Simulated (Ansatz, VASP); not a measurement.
One calculation of MgO, two programs

```xyz
2
Lattice="2.9380 0.0000 0.0000 -1.4690 2.5444 0.0000 0.0000 0.0000 2.6797" Properties=species:S:1:pos:R:3 pbc="T T T"
Mg    0.0000    0.1000    0.0000
O     0.0000    1.6963    1.3398
```

Alike in both runs: task single point; functional PBEsol; k mesh 9 × 9 × 8; occupations gaussian, width 0.05 eV; no spin polarisation.

```csv
,VASP,Ansatz
version,VASP 6.6.1,Ansatz 0.2.0
potentials or method,"VASP PAW PBE potentials, release 64 (Mg, O)","scalar-relativistic, plane waves, PAW"
plane-wave cutoff (eV),520,420
valence electrons in the cell,8,16
```

|  | VASP | Ansatz | Ansatz less VASP |
| --- | --- | --- | --- |
| gap on the k mesh at the Fermi level (eV) | 2.90 | 2.90 | +0.004 |
| least direct gap on the mesh (eV) | 3.33 | 3.33 | 0.000 |
| pressure (GPa) | -3.6 | -3.2 | +0.45 |
| largest component of the traceless stress (GPa) | 0.23 | 0.25 | +0.018 |
| rms of the force components (eV/Å) | 0.231 | 0.229 | -0.0020 |

Atom by atom the forces differ by 0.002 eV/Å (rms over components). The functional is the same, so the differences come from potentials, cutoffs and numerics. The two sets of potentials don't hold the same shells in valence.

Caveats: the PAW data sets were made with another functional, which shifts forces and pressure a little (VASP); an odd mesh through Γ misses points on the zone boundary, where band edges often lie.
